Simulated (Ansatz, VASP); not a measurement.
## One calculation of Bi2Te3 (Tellurobismuthite), two programs

File INCAR:

```
SYSTEM = Bi2Te3
ALGO = Normal ; EDIFF = 1E-7
ENCUT = 520 ; GGA = PS
ISIF = 2 ; ISMEAR = -1
KPAR = 2 ; LASPH = .True.
LCHARG = .False. ; LREAL = .False.
LWAVE = .False. ; NBANDS = 32
NELM = 60 ; PREC = Accurate
SIGMA = 0.05
```

Contents of KPOINTS:

```
k-points
0
Gamma
  7 7 7
  0 0 0
```

Contents of POSCAR:

```
Bi2Te3
1.0
    2.1930000000      1.2661291403     10.1656666667
   -2.1930000000      1.2661291403     10.1656666667
    0.0000000000     -2.5322582807     10.1656666667
Bi Te
2 3
Direct
    0.6053920000      0.6019640000      0.5934390000
    0.3995250000      0.4038230000      0.3970330000
    0.7946950000      0.7851570000      0.7925540000
    0.2116570000      0.2085570000      0.2061240000
    0.0036430000      0.0033800000     -0.0061640000
```

input.yaml

```yaml
crystal:
  lattice:
    - [2.193, 1.2661291403, 10.1656666667]
    - [-2.193, 1.2661291403, 10.1656666667]
    - [0.0, -2.5322582807, 10.1656666667]
  atoms:
    - { symbol: Bi, position: [0.605392, 0.601964, 0.593439] }
    - { symbol: Bi, position: [0.399525, 0.403823, 0.397033] }
    - { symbol: Te, position: [0.794695, 0.785157, 0.792554] }
    - { symbol: Te, position: [0.211657, 0.208557, 0.206124] }
    - { symbol: Te, position: [0.003643, 0.00338, -0.006164] }
hamiltonian:
  xc: pbesol
  pseudopotentials: { kind: paw }
kpoints:
  mp_grid: { grid: [7, 7, 7] }
scf:
  occupations: { method: fermi_dirac, width: 0.05 }
output:
  forces: true
  stress: true
  eigenvalues: true
```

Change from the starting cell: atoms moved at random, drawn with an rms of 0.05 Å.

Alike in both runs: task single point; functional PBEsol; k mesh 7 × 7 × 7; occupations fermi-dirac, width 0.05 eV; no spin polarisation.

```csv
,VASP,Ansatz
version,VASP 6.6.1,Ansatz 0.2.0
potentials or method,"VASP PAW PBE potentials, release 64 (Bi_d, Te)",Ansatz PAW
plane-wave cutoff (eV),520,420
valence electrons in the cell,48,78
```

Ansatz gave:

| Property | Result |
| --- | --- |
| gap on the k mesh at the Fermi level (eV) | 0.25 |
| least direct gap on the mesh (eV) | 0.25 |
| pressure (GPa) | -0.8 |
| largest component of the traceless stress (GPa) | 0.28 |
| rms of the force components (eV/Å) | 0.102 |

Question: Which values does VASP return?

Answer: gap on the k mesh at the Fermi level (eV): 0.24; least direct gap on the mesh (eV): 0.24; pressure (GPa): -0.8; largest component of the traceless stress (GPa): 0.27; rms of the force components (eV/Å): 0.095.

Atom by atom the forces differ by 0.007 eV/Å (rms over components). The two sets of potentials don't hold the same shells in valence.

Caveats: spin-orbit coupling is left out, which as a rule narrows the gap of such compounds by several tenths of an eV; the PAW data sets were made with another functional, which shifts forces and pressure a little (VASP); an odd mesh through Γ misses points on the zone boundary, where band edges often lie (VASP); odd divisions of the mesh miss points on the zone boundary, where band edges often lie, so the gap on the mesh can be too wide (Ansatz); the PAW data sets come from PBE, with cores solved anew for the run's functional, which leaves a small shift of forces and pressure (Ansatz).
